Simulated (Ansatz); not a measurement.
# Pb (Fm-3m) in Ansatz: further runs

The runs below take Pb through single point, equation of state, with LC-wPBE.

Everything below comes from runs of Ansatz 0.2.0. Logs are shortened: lines on timing, memory, paths and dates and some standing lists are left out, and cuts for length are marked.

**1. The structure**

Symmetry: Fm-3m, No. 225, cubic system. Conventional cell: a = 4.950 Å, b = 4.950 Å, c = 4.950 Å, α = 90.00°, β = 90.00°, γ = 90.00°. Pb (site symmetry m-3m) has 12 Pb at 3.50 Å as nearest neighbours.

**2. Single point, LC-wPBE, 28.50 Å³/atom (volume scaled by 0.94)**

Contents of input.yaml:

```yaml
crystal:
  lattice:
    - [0.0, 2.4244952108, 2.4244952108]
    - [2.4244952108, 0.0, 2.4244952108]
    - [2.4244952108, 2.4244952108, 0.0]
  atoms:
    - { symbol: Pb, position: [0.0, 0.0, 0.0] }
hamiltonian:
  xc: lc_wpbe
  pseudopotentials: { kind: paw }
kpoints:
  mp_grid: { grid: [5, 5, 5] }
scf:
  occupations: { method: fermi_dirac, width: 0.05 }
output:
  forces: true
  stress: true
  eigenvalues: true
  write_density: true
  write_potential: true
  elf: true
  volumetric_format: npy
```

Potentials or basis: Ansatz PAW.

Run with:

```console
ansatz run input.yaml --threads 2 --pin off --max-ram 5632MiB --backend cpu --events-out ev --progress --plain --runs-dir out
```

What it wrote:

```text
Warning: output.stress: scf.convergence.dr2_threshold = 1e-7 eV (the SCF's general default) is looser than the 1e-10 eV advised for a printed stress (1e-10 eV for each atom of the cell: 1). What an SCF threshold leaves in a stress goes as its square root, and in the free energy as the threshold itself, and one threshold admits the most on a small cell: of the crystals measured, under no hybrid functional and no lock of the moments, on runs that ended without the residual-converged pass, on stresses that held no estimate of that error, the worst erred by over 100 MPa in a component at 1e-7 eV an atom and by under 5 at 1e-10. Set scf.convergence.dr2_threshold to 1e-10 eV or tighter. The threshold is an SCF's pass mark: one that does not reach it within its budget of iterations ends unconverged, or closes short of it on a stop that the run arms, and scf.convergence.dr2_threshold's page says what that costs each kind of run
Warning: output.stress: scf.exx.energy_threshold = 1e-6 eV is looser than the 1e-8 eV advised for a stress under a hybrid functional (1e-8 eV for each atom of the cell: 1). Every SCF of the exchange loop can meet its threshold on dr2 while the loop round them stops early: no threshold on dr2 bounds what that leaves in the stress. Set scf.exx.energy_threshold to 1e-8 eV or tighter. The threshold is the loop's pass mark: a loop that does not reach it within its budget of cycles ends unconverged, and scf.exx.energy_threshold's page has the law
Warning: RAYON_NUM_THREADS=2 ignored (pool sized by the plan → 2); use --threads N
Engine: ansatz 0.2.0, aarch64-unknown-linux-gnu
Pseudopotentials: kind: paw
Pseudopotential: Pb, paw, valence charge 14, recommended cutoff 420 eV (normal), Pb.paw.azcp
Functional definition: LC-wPBE
  parameter omega = 0.4/bohr
  exchange = pbe_x_sr(omega) + exact_x_lr(omega)
  correlation = pbe_c
Crystal: 1 atoms, lattice volume = 28.503 Å³
Basis set: ecut = 420 eV, 537 PW (Γ), exchange–correlation on 48×48×48 points (8 copies of the dense FFT grid, shifted against one another)
Bands: 11, of which v1, the nominal top of the filled ones, is band 7 counted from 1 (6 counted from 0)
Symmetry: 48 space group operations
Space group: Fm-3m (ITA 225), of the structure as read, at distance tolerance 3.1e-5 Å
k-points: 10 of 125
Non-local potential: Pb, projectors of the file, l = 0: 2, l = 1: 2, l = 2: 2, l = 3: 2
PAW form: soft (Blöchl's): semilocal exchange-correlation on the pseudo side does not see the compensation charge
PAW frozen core: Pb, regenerated for the run's functional, and the local potential with it (the file was generated under x = pbe(κ = 0.804, μ = 0.2195149727645171), c = pbe(β = 0.06672455060314922))
PAW one-centre angular grid: Pb, 590 points (default); XC on 64 Gauss nodes
Initial density: superposition of atomic densities (neutral atoms: chi_scale 0, normalization atom), corrected by the library's trained network
Initial wavefunctions: pseudopotential atomic-orbital guess
Functional: x = pbe(κ = 0.804, μ = 0.2195149727645171), c = pbe(β = 0.06672455060314922), warm-up for x = pbe(κ = 0.804, μ = 0.2195149727645171) + 1 (exact − pbe) at long range (ω = 0.7558904498503081 Å⁻¹), c = pbe(β = 0.06672455060314922)
SCF iter   1: F=—  HF=-11906.334720 eV  |F-HF|=—  |Δ(HF+E_count)|=         —  Δρ=2.32e-3  dr2=1.21e-3  ethr=1.77e-3  ⟨swp⟩=9.8  Hψ=527  notcnv=0
preconditioner: auto → none  [insulator: Δε(μ)=0.704 eV  Ē_g=20.345 eV  σ=0.050 eV  W_gap=0.63  n_scr=8 (ndim 8)  ℏωp=26.0 eV  f_vac=0.000  D(μ)=1.80/eV (n_scr^D=14)]
iter 2 solved again at ethr=1.75e-7 eV; its pass at ethr=8.63e-6 eV (dr2=2.46e-5 eV) is discarded
SCF iter   2: F=—  HF=-11906.334400 eV  |F-HF|=—  |Δ(HF+E_count)|=   3.20e-4  Δρ=3.95e-4  dr2=2.40e-5  ethr=1.75e-7  ⟨swp⟩=3.5  Hψ=512  notcnv=0
SCF iter   3: F=—  HF=-11906.334401 eV  |F-HF|=—  |Δ(HF+E_count)|=   1.02e-6  Δρ=1.16e-4  dr2=2.22e-6  ethr=1.71e-7  ⟨swp⟩=2.0  Hψ=178  notcnv=0
SCF iter   4: F=—  HF=-11906.334403 eV  |F-HF|=—  |Δ(HF+E_count)|=   1.35e-6  Δρ=1.34e-5  dr2=4.60e-8  ethr=1.59e-8  ⟨swp⟩=3.8  Hψ=212  notcnv=0
SCF iter   5: F=—  HF=-11906.334403 eV  |F-HF|=—  |Δ(HF+E_count)|=   1.35e-8  Δρ=5.03e-6  dr2=5.94e-9  ethr=3.29e-10  ⟨swp⟩=3.9  Hψ=249  notcnv=0
SCF iter   6: F=-11906.334403 eV  HF=-11906.334403 eV  |F-HF|=4.55e-10  |Δ(HF+E_count)|=  5.35e-10  Δρ=1.30e-6  dr2=5.82e-10  ethr=4.24e-11  ⟨swp⟩=3.8  Hψ=253  notcnv=0
SCF 1 converged in 6 iterations: F = -11906.334403 eV  dr2 = 5.82e-10
Initial density: handed on by an earlier stage of this run
Initial wavefunctions: those handed on with the density
Functional: x = pbe(κ = 0.804, μ = 0.2195149727645171) + 1 (exact − pbe) at long range (ω = 0.7558904498503081 Å⁻¹), c = pbe(β = 0.06672455060314922)
Exchange kernel: α = 0.0000 at short range, 1.0000 at long range (ω = 0.7559 Å⁻¹), several ranges, Wigner–Seitz truncation, v(0) = 8007.7145 eV·Å³, q-mesh 5×5×5, nearest image of the exchange supercell L = 17.14 Å, pair-density grid 20×20×20, without the augmentation charges, whose exchange is taken in its separable form by FFT convolution over the k-point mesh (the finest that the files' search goes to), smooth part of the exact exchange by density-matrix convolution
Frozen-core exchange: fock
iter 1 solved again at ethr=1.58e-5 eV; its pass at ethr=1.00e-1 eV (dr2=2.21e-3 eV) is discarded
SCF iter   1: F=—  HF=-11895.072496 eV  |F-HF|=—  |Δ(HF+E_count)|=         —  Δρ=4.37e-3  dr2=6.24e-3  ethr=1.58e-5  ⟨swp⟩=5.7  Hψ=651  notcnv=0
eigensolver tolerance schedule calibrated: the retry pair's looser diagonalisation under-reported the residual by θ = 0.45 (0.12/decade); ethr = c·dr2/N_el runs at the constant in force after the calibration composes with the one it found (an armed cap, an earlier calibration), c = 7.1e-2
preconditioner: auto → none  [insulator: Δε(μ)=2.381 eV  Ē_g=27.699 eV  σ=0.050 eV  W_gap=0.63  n_scr=8 (ndim 8)  ℏωp=26.0 eV  f_vac=0.000  D(μ)=1.80/eV (n_scr^D=14)]
SCF iter   2: F=—  HF=-11895.071587 eV  |F-HF|=—  |Δ(HF+E_count)|=   9.09e-4  Δρ=2.27e-3  dr2=3.06e-3  ethr=1.58e-5  ⟨swp⟩=2.0  Hψ=178  notcnv=0
[... 4 lines left out ...]
SCF 2 converged in 6 iterations: F = -11895.071437 eV  dr2 = 4.63e-8
hybrid outer 1: dexx = +7.064e-3 eV, tail = 4.17e-3 eV
Exchange kernel: α = 0.0000 at short range, 1.0000 at long range (ω = 0.7559 Å⁻¹), several ranges, Wigner–Seitz truncation, v(0) = 8007.7145 eV·Å³, q-mesh 5×5×5, nearest image of the exchange supercell L = 17.14 Å, pair-density grid 20×20×20, without the augmentation charges, whose exchange is taken in its separable form by FFT convolution over the k-point mesh (the finest that the files' search goes to), smooth part of the exact exchange by density-matrix convolution
Frozen-core exchange: fock
[... 1 line left out ...]
preconditioner: auto → none  [insulator: Δε(μ)=2.410 eV  Ē_g=27.738 eV  σ=0.050 eV  W_gap=0.63  n_scr=8 (ndim 8)  ℏωp=26.0 eV  f_vac=0.000  D(μ)=1.80/eV (n_scr^D=14)]
[... 4 lines left out ...]
SCF 3 stopped early in 5 iterations: F = -11895.080684 eV  dr2 = 2.67e-5
hybrid outer 2: dexx = +6.741e-4 eV, tail = 3.01e-4 eV, Δε = 5.67e-2 eV (about 7.74e-3 eV left of the loop's levels)
Exchange kernel: α = 0.0000 at short range, 1.0000 at long range (ω = 0.7559 Å⁻¹), several ranges, Wigner–Seitz truncation, v(0) = 8007.7145 eV·Å³, q-mesh 5×5×5, nearest image of the exchange supercell L = 17.14 Å, pair-density grid 20×20×20, without the augmentation charges, whose exchange is taken in its separable form by FFT convolution over the k-point mesh (the finest that the files' search goes to), smooth part of the exact exchange by density-matrix convolution
Frozen-core exchange: fock
[... 1 line left out ...]
preconditioner: auto → none  [insulator: Δε(μ)=2.420 eV  Ē_g=27.750 eV  σ=0.050 eV  W_gap=0.63  n_scr=8 (ndim 8)  ℏωp=26.0 eV  f_vac=0.000  D(μ)=1.80/eV (n_scr^D=14)]
SCF iter   2: F=—  HF=-11895.080567 eV  |F-HF|=—  |Δ(HF+E_count)|=   4.05e-7  Δρ=2.47e-5  dr2=2.20e-5  ethr=2.16e-9  ⟨swp⟩=4.5  Hψ=248  notcnv=0
SCF iter   3: F=—  HF=-11895.080567 eV  |F-HF|=—  |Δ(HF+E_count)|=   6.64e-8  Δρ=4.69e-6  dr2=2.19e-5  ethr=1.29e-9  ⟨swp⟩=2.0  Hψ=178  notcnv=0
SCF iter   4: F=—  HF=-11895.080713 eV  |F-HF|=—  |Δ(HF+E_count)|=   1.46e-4  Δρ=4.07e-5  dr2=1.07e-6  ethr=5.87e-11  ⟨swp⟩=4.9  Hψ=425  notcnv=0
SCF iter   5: F=—  HF=-11895.080713 eV  |F-HF|=—  |Δ(HF+E_count)|=   8.69e-8  Δρ=1.25e-5  dr2=7.68e-7  ethr=5.87e-11  ⟨swp⟩=4.7  Hψ=341  notcnv=0
SCF iter   6: F=—  HF=-11895.080713 eV  |F-HF|=—  |Δ(HF+E_count)|=   1.88e-8  Δρ=1.25e-6  dr2=7.32e-7  ethr=5.87e-11  ⟨swp⟩=3.9  Hψ=253  notcnv=0
SCF iter   7: F=—  HF=-11895.080716 eV  |F-HF|=—  |Δ(HF+E_count)|=   2.73e-6  Δρ=1.24e-5  dr2=8.62e-8  ethr=2.60e-12  ⟨swp⟩=5.6  Hψ=382  notcnv=0
SCF iter   8: F=—  HF=-11895.080716 eV  |F-HF|=—  |Δ(HF+E_count)|=   8.36e-9  Δρ=9.93e-7  dr2=5.68e-8  ethr=2.60e-12  ⟨swp⟩=4.4  Hψ=309  notcnv=0
SCF iter   9: F=—  HF=-11895.080716 eV  |F-HF|=—  |Δ(HF+E_count)|=  1.04e-10  Δρ=1.09e-7  dr2=5.63e-8  ethr=1.90e-12  ⟨swp⟩=2.0  Hψ=178  notcnv=0
Mixer restart at iter 9: flushing history
SCF iter  10: F=-11895.080716 eV  HF=-11895.080716 eV  |F-HF|=9.86e-10  |Δ(HF+E_count)|=   1.72e-7  Δρ=3.85e-6  dr2=8.24e-9  ethr=1.00e-12  ⟨swp⟩=5.5  Hψ=343  notcnv=0
SCF 4 converged in 10 iterations: F = -11895.080716 eV  dr2 = 8.24e-9
  Residual-converged pass: ⟨swp⟩=1.4  Hψ=117  notcnv=0  max |occ|·‖R‖ = 2.4e-6 eV (tolerance 2.4e-6 eV)  dr2=8.24e-9  dr2_onsite=1.07e-9  max |Δocc| = 0.0e0
hybrid outer 3: dexx = +3.374e-6 eV, tail = 2.29e-8 eV, Δε = 5.64e-3 eV (about 2.35e-4 eV left of the loop's levels)
hybrid SCF converged: 3 outer / 21 inner (+6 warm-up), last move |dexx| = 3.37e-6 eV, tail = 2.29e-8 eV
Stability not checked: this state was not tested for a lower state beside it, because the functional holds exact exchange (a hybrid, or Hartree-Fock), whose exchange loop this test does not read (fock_operator; see scf.lower_state_search)
Free energy (F): -11895.080716 eV
Frozen-core exchange: fock
Harris-Foulkes:  -11895.080716 eV  (|F-HF|=9.86e-10)
Internal energy: -11895.068014 eV  (E = F + TS)
E sigma→0 (E₀):  -11895.074365 eV
Entropy (-TS):   -0.012702 eV (-12.702 meV/atom)
Fermi energy:    10.867726 eV
--- Per-component energies (eV) ---
  E_band       = -90.093560
  E_kinetic    = 289.416798
  E_local      = -973.477663  (includes V_loc(G=0)·N_el)
  E_nonlocal   = 349.460816
  E_hartree    = 389.200829
  E_xc         = -144.250141
  E_vxc        = -87.128610  (∫ρ·V_xc dr)
  E_exx        = -68.210241  (= α·E_x^exact, valence–valence)
  E_paw        = -10404.297087  (= ΣΔE_a)
  E_vpaw       = -310.346643  (= ΣTr[D̂ρ^β])
  E_aug_tail   = 0.000047  (compensation charges beyond the density's cutoff)
  E_ewald      = -1334.297968
  E_core_change = 1.386597  (= ΣΔE_core)
  E_smearing   = -0.012702  (= −TS)
  E_closure    = 0.000000  (closes the sum)
  Σ components = -11895.080716   (vs F -11895.080716, Δ=0.00e0)
--- Forces (eV/Å), atoms counted from 1 ---
  atom   1  Pb    -0.00000000    -0.00000000    -0.00000000
  max |Σ_I F_I| component: 7.40e-32 eV/Å
--- Stress (GPa, compression-positive) ---
        0.931624      -0.000000       0.000000
       -0.000000       0.931624      -0.000000
        0.000000      -0.000000       0.931624
  P = ⅓ Tr σ = 0.9316 GPa (9.316 kbar)
--- Band table (eV; the first three rows and the last of 10) ---
  k-point 0: bands = ["-10.4699", "-10.4699", "-10.4699", "-10.2559", "-10.2559", "-6.2736", "23.4695", "23.4695", "23.4695", "25.1005", "27.4190"]
  k-point 1: bands = ["-10.4968", "-10.4204", "-10.4204", "-10.2411", "-10.2411", "-5.2368", "16.3509", "22.4940", "22.4940", "24.4935", "27.9295"]
  k-point 2: bands = ["-10.5708", "-10.4493", "-10.4493", "-10.1038", "-10.1038", "-1.9890", "5.7801", "21.3356", "21.3356", "24.3522", "25.6813"]
  k-point 9: bands = ["-10.5086", "-10.4951", "-10.3253", "-10.1744", "-10.0754", "0.5926", "7.8683", "10.8421", "15.0872", "25.5273", "26.5779"]
```

It took 10 s on 2 threads of Arm Neoverse V1, shared host; peak memory 0.62 GiB.

Results:

| Property | Result |
| --- | --- |
| Free energy | -11895.0807 eV |
| Pressure | 0.9 GPa |
| Band gap on the k mesh | none (metal or under the smearing width) |

Caveat: the k mesh is coarse (spacing up to 0.45 Å⁻¹), so the values aren't converged, least of all with exact exchange; the PAW data sets come from PBE, with cores solved anew for the run's functional, which leaves a small shift of forces and pressure; the thresholds are loose for stress.

**3. Single point, LC-wPBE, 29.11 Å³/atom (volume scaled by 0.96)**

Contents of input.yaml:

```yaml
crystal:
  lattice:
    - [0.0, 2.4415696833, 2.4415696833]
    - [2.4415696833, 0.0, 2.4415696833]
    - [2.4415696833, 2.4415696833, 0.0]
  atoms:
    - { symbol: Pb, position: [0.0, 0.0, 0.0] }
hamiltonian:
  xc: lc_wpbe
  pseudopotentials: { kind: paw }
kpoints:
  mp_grid: { grid: [5, 5, 5] }
scf:
  occupations: { method: fermi_dirac, width: 0.05 }
output:
  forces: true
  stress: true
  eigenvalues: true
```

Potentials or basis: Ansatz PAW.

Run with:

```console
ansatz run input.yaml --threads 2 --pin off --max-ram 5632MiB --backend cpu --events-out ev --progress --plain --runs-dir out
```

Run time: 11 s. Hardware: 2 threads of Arm Neoverse V1, shared host; peak memory 0.62 GiB.

Results (log left out):

```
Free energy            : -11895.0817 eV
Pressure               : -0.4 GPa
Band gap on the k mesh : none (metal or under the smearing width)
```

Caveat: the k mesh is coarse (spacing up to 0.45 Å⁻¹), so the values aren't converged, least of all with exact exchange; the PAW data sets come from PBE, with cores solved anew for the run's functional, which leaves a small shift of forces and pressure; the thresholds are loose for stress.

**4. Single point, LC-wPBE, 29.72 Å³/atom (volume scaled by 0.98)**

Contents of input.yaml:

```yaml
crystal:
  lattice:
    - [0.0, 2.458408627, 2.458408627]
    - [2.458408627, 0.0, 2.458408627]
    - [2.458408627, 2.458408627, 0.0]
  atoms:
    - { symbol: Pb, position: [0.0, 0.0, 0.0] }
hamiltonian:
  xc: lc_wpbe
  pseudopotentials: { kind: paw }
kpoints:
  mp_grid: { grid: [5, 5, 5] }
scf:
  occupations: { method: fermi_dirac, width: 0.05 }
output:
  forces: true
  stress: true
  eigenvalues: true
  write_density: true
  write_potential: true
  elf: true
  volumetric_format: npy
```

Run with:

```console
ansatz run input.yaml --threads 2 --pin off --max-ram 5632MiB --backend cpu --events-out ev --progress --plain --runs-dir out
```

Run time: 11 s. Hardware: 2 threads of Arm Neoverse V1, shared host; peak memory 0.69 GiB.

Results (log left out):

* Free energy: -11895.0780 eV
* Pressure: -1.5 GPa
* Band gap on the k mesh: none (metal or under the smearing width)

Caveat: the k mesh is coarse (spacing up to 0.44 Å⁻¹), so the values aren't converged, least of all with exact exchange; the PAW data sets come from PBE, with cores solved anew for the run's functional, which leaves a small shift of forces and pressure; the thresholds are loose for stress.

**5. Single point, LC-wPBE, 30.32 Å³/atom**

Contents of input.yaml:

```yaml
crystal:
  lattice:
    - [0.0, 2.47502, 2.47502]
    - [2.47502, 0.0, 2.47502]
    - [2.47502, 2.47502, 0.0]
  atoms:
    - { symbol: Pb, position: [0.0, 0.0, 0.0] }
hamiltonian:
  xc: lc_wpbe
  pseudopotentials: { kind: paw }
kpoints:
  mp_grid: { grid: [5, 5, 5] }
scf:
  occupations: { method: fermi_dirac, width: 0.05 }
output:
  forces: true
  stress: true
  eigenvalues: true
```

Run with:

```console
ansatz run input.yaml --threads 2 --pin off --max-ram 5632MiB --backend cpu --events-out ev --progress --plain --runs-dir out
```

Wall time 11 s (2 threads of Arm Neoverse V1, shared host); peak memory 0.69 GiB.

Results (log left out):

| Property | Result |
| --- | --- |
| Free energy | -11895.0703 eV |
| Pressure | -2.6 GPa |
| Band gap on the k mesh | none (metal or under the smearing width) |

Caveat: the k mesh is coarse (spacing up to 0.44 Å⁻¹), so the values aren't converged, least of all with exact exchange; the PAW data sets come from PBE, with cores solved anew for the run's functional, which leaves a small shift of forces and pressure; the thresholds are loose for stress.

**6. Single point, LC-wPBE, 30.93 Å³/atom (volume scaled by 1.02)**

Edit input.yaml of step 5 so:

```diff
@@ -2,5 +2,5 @@
   lattice:
-    - [0.0, 2.47502, 2.47502]
-    - [2.47502, 0.0, 2.47502]
-    - [2.47502, 2.47502, 0.0]
+    - [0.0, 2.4914113386, 2.4914113386]
+    - [2.4914113386, 0.0, 2.4914113386]
+    - [2.4914113386, 2.4914113386, 0.0]
   atoms:
@@ -18 +18,5 @@
   eigenvalues: true
+  write_density: true
+  write_potential: true
+  elf: true
+  volumetric_format: npy
```

Potentials or basis: Ansatz PAW.

Run with:

```console
ansatz run input.yaml --threads 2 --pin off --max-ram 5632MiB --backend cpu --events-out ev --progress --plain --runs-dir out
```

Run time: 11 s. Hardware: 2 threads of Arm Neoverse V1, shared host; peak memory 0.69 GiB.

Results (log left out):

```
Free energy            : -11895.0588 eV
Pressure               : -3.5 GPa
Band gap on the k mesh : none (metal or under the smearing width)
```

Caveat: the k mesh is coarse (spacing up to 0.44 Å⁻¹), so the values aren't converged, least of all with exact exchange; the PAW data sets come from PBE, with cores solved anew for the run's functional, which leaves a small shift of forces and pressure; the thresholds are loose for stress.

**7. Single point, LC-wPBE, 31.54 Å³/atom (volume scaled by 1.04)**

Edit input.yaml of step 6 so:

```diff
@@ -2,5 +2,5 @@
   lattice:
-    - [0.0, 2.4914113386, 2.4914113386]
-    - [2.4914113386, 0.0, 2.4914113386]
-    - [2.4914113386, 2.4914113386, 0.0]
+    - [0.0, 2.5075897876, 2.5075897876]
+    - [2.5075897876, 0.0, 2.5075897876]
+    - [2.5075897876, 2.5075897876, 0.0]
   atoms:
```

Run with:

```console
ansatz run input.yaml --threads 2 --pin off --max-ram 5632MiB --backend cpu --events-out ev --progress --plain --runs-dir out
```

It took 11 s on 2 threads of Arm Neoverse V1, shared host; peak memory 0.69 GiB.

The run converged. Its results:

* Free energy: -11895.0441 eV
* Pressure: -4.3 GPa
* Band gap on the k mesh: none (metal or under the smearing width)

Caveat: the k mesh is coarse (spacing up to 0.43 Å⁻¹), so the values aren't converged, least of all with exact exchange; the PAW data sets come from PBE, with cores solved anew for the run's functional, which leaves a small shift of forces and pressure; the thresholds are loose for stress.

**8. Single point, LC-wPBE, 32.14 Å³/atom (volume scaled by 1.06)**

Edit input.yaml of step 7 so:

```diff
@@ -2,5 +2,5 @@
   lattice:
-    - [0.0, 2.5075897876, 2.5075897876]
-    - [2.5075897876, 0.0, 2.5075897876]
-    - [2.5075897876, 2.5075897876, 0.0]
+    - [0.0, 2.5235621278, 2.5235621278]
+    - [2.5235621278, 0.0, 2.5235621278]
+    - [2.5235621278, 2.5235621278, 0.0]
   atoms:
```

Run with:

```console
ansatz run input.yaml --threads 2 --pin off --max-ram 5632MiB --backend cpu --events-out ev --progress --plain --runs-dir out
```

Run time: 11 s. Hardware: 2 threads of Arm Neoverse V1, shared host; peak memory 0.69 GiB.

Results (log left out):

```yaml
Free_energy: -11895.0265 eV
Pressure: -5.0 GPa
Band_gap_on_the_k_mesh: none (metal or under the smearing width)
```

Caveat: the k mesh is coarse (spacing up to 0.43 Å⁻¹), so the values aren't converged, least of all with exact exchange; the PAW data sets come from PBE, with cores solved anew for the run's functional, which leaves a small shift of forces and pressure; the thresholds are loose for stress.

**9. Equation of state, LC-wPBE**

Potentials or basis: Ansatz PAW.

No new run: the results of the series are fitted here.

Results:

| Property | Result |
| --- | --- |
| Equilibrium volume | 28.93 Å³/atom |
| Bulk modulus | 60 GPa |
| Pressure derivative of the bulk modulus | 4.5 |

Energy against volume, from the lowest point:
```tsv
volume (Å³/atom)	energy (meV/atom)
28.503	0.99
29.110	0.00
29.716	3.66
30.323	11.41
30.929	22.88
31.535	37.56
32.142	55.21
```

Caveat: the k mesh is coarse (spacing up to 0.44 Å⁻¹), so the values aren't converged, least of all with exact exchange; the PAW data sets were made with another functional, which shifts forces and pressure a little. The run has no spin-orbit coupling, so splittings on Pb are missing.
